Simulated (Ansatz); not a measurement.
**Ti in Ansatz: the effect of functional**

Crystal: Ti.

```
CELL_PARAMETERS angstrom
0.00000 1.98856 1.98856
1.98856 0.00000 1.98856
1.98856 1.98856 0.00000
ATOMIC_POSITIONS crystal
Ti 0.00000 0.00000 0.00000
```

This isn't the form of Ti at room conditions, which is hcp.

The cell isn't the ideal one: volume scaled by 0.94.

Alike in all runs:

- Program: Ansatz 0.2.0
- Task: single point
- Potentials or basis: Ansatz PAW
- k mesh: 11 × 11 × 11
- Occupations: fermi-dirac, width 0.05 eV
- Spin: no spin polarisation

```tsv
functional	cutoff	pressure (GPa)
LDA	420 eV (not typed: the program's choice for these potentials)	2.1
PBEsol	420 eV (not typed: the program's choice for these potentials)	7.2
r2SCAN	500 eV (not typed: the program's choice for these potentials)	?
```

Problem. What does the run with functional r2SCAN give?

Solution. Pressure 12.6 GPa.

Caveats: the PAW data sets come from PBE, with cores solved anew for the run's functional, which leaves a small shift of forces and pressure.

Runs at the PBE level aren't shown here.
